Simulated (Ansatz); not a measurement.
Something may be wrong with this Ansatz 0.2.0 calculation of La.

The input input.yaml:

```yaml
crystal:
  lattice:
    - [-4.01345901, 4.01345901, 4.01345901]
    - [4.01345901, -4.01345901, 4.01345901]
    - [4.01345901, 4.01345901, -4.01345901]
  atoms:
    - { symbol: La, position: [0.0, 0.0, 0.0] }
hamiltonian:
  xc: pbesol
  pseudopotentials: { kind: paw }
kpoints:
  mp_grid: { grid: [9, 9, 9] }
  band_path:
    path:
      - [[0.0, 0.0, 0.0], [0.5, -0.5, 0.5], [0.0, 0.0, 0.5], [0.0, 0.0, 0.0], [0.25, 0.25, 0.25], [0.5, -0.5, 0.5]]
      - [[0.25, 0.25, 0.25], [0.0, 0.0, 0.5]]
    npoints: 14
scf:
  occupations: { method: fermi_dirac, width: 0.05 }
  n_extra_bands: 6
  max_iter: 100
output:
  forces: true
  stress: true
  eigenvalues: true
  fatbands: false
```

Potentials or basis: Ansatz PAW.

Run with:

```sh
$ ansatz run input.yaml --threads 2 --pin off --max-ram 5632MiB --backend cpu --events-out ev --progress --plain --runs-dir out
```

Output:

```text
Warning: RAYON_NUM_THREADS=2 ignored (pool sized by the plan → 2); use --threads N
scf.n_extra_bands = 6 over 6 filled bands (N_el = 11.0): the run solves 12 bands
Engine: ansatz 0.2.0, aarch64-unknown-linux-gnu
Pseudopotentials: kind: paw
Pseudopotential: La, paw, valence charge 11, recommended cutoff 420 eV (normal), La.paw.azcp
Functional definition: PBEsol
[... 64 lines left out ...]
SCF iter  49: F=—  HF=-6156.622740 eV  |F-HF|=—  |Δ(HF+E_count)|=   1.85e-7  Δρ=4.47e-5  dr2=9.84e-7  ethr=3.40e-9  ⟨swp⟩=1.0  Hψ=420  notcnv=0
SCF iter  50: F=—  HF=-6156.622740 eV  |F-HF|=—  |Δ(HF+E_count)|=   5.91e-8  Δρ=3.01e-5  dr2=3.76e-7  ethr=3.40e-9  ⟨swp⟩=1.1  Hψ=441  notcnv=0
SCF iter  51: F=—  HF=-6156.622740 eV  |F-HF|=—  |Δ(HF+E_count)|=   4.15e-7  Δρ=3.59e-5  dr2=2.18e-6  ethr=3.40e-9  ⟨swp⟩=5.3  Hψ=950  notcnv=0
SCF iter  52: F=—  HF=-6156.622741 eV  |F-HF|=—  |Δ(HF+E_count)|=   3.20e-7  Δρ=4.38e-5  dr2=1.48e-6  ethr=3.40e-9  ⟨swp⟩=1.6  Hψ=1583  notcnv=0
Mixer restart at iter 52: flushing history
iteration 52: the SCF's residuals had fallen too slowly under its mixing. It goes on by minimising its free energy, and can end on another state than longer mixing would; under `scf.algorithm: density_mixing` no SCF does so, but by `scf.convergence.dm_fallback`
SCF iter  53: F=—  HF=-6156.622741 eV  |F-HF|=—  |Δ(HF+E_count)|=   4.15e-7  Δρ=2.28e-5  dr2=3.17e-7  ethr=3.40e-9  ⟨swp⟩=1.6  Hψ=3756  notcnv=0
SCF iter  54: F=—  HF=-6156.622741 eV  |F-HF|=—  |Δ(HF+E_count)|=   1.80e-7  Δρ=7.98e-6  dr2=3.14e-8  ethr=9.09e-10  ⟨swp⟩=6.5  Hψ=2458  notcnv=0
SCF iter  55: F=-6156.622741 eV  HF=-6156.622741 eV  |F-HF|=3.56e-9  |Δ(HF+E_count)|=   1.16e-8  Δρ=4.55e-6  dr2=9.38e-9  ethr=2.85e-10  ⟨swp⟩=4.0  Hψ=1671  notcnv=0
SCF iter  56: F=-6156.622741 eV  HF=-6156.622741 eV  |F-HF|=3.68e-9  |Δ(HF+E_count)|=  3.42e-10  Δρ=4.49e-6  dr2=9.12e-9  ethr=8.53e-11  ⟨swp⟩=2.9  Hψ=1639  notcnv=0
SCF 1 converged in 56 iterations: F = -6156.622741 eV  dr2 = 9.12e-9
  greatest PAW one-centre occupation: 0.974 electrons in one spin orbital (limit 2), on the La atom at site 0 (counted from 0), in its partial waves of l = 0
WARN: the bands leave out some 9.688e-2 electrons a cell, over the threshold 1e-3 (by scf.eigensolver.empty_state_threshold): the first level above them, at -0.3653 eV, would hold 5.348e-2 of 2 at k-index 17, k = (0.1111, 0.2222, 0.3333) — raise scf.n_extra_bands (try 18 bands in all)
NSCF: frozen V_eff on 86 k-points
```

Task: What happened, and what is wrong with the input?

Result: The calculation hadn't finished when its time ran out. The input holds a flaw that was put in on purpose: a lattice typed in bohr.
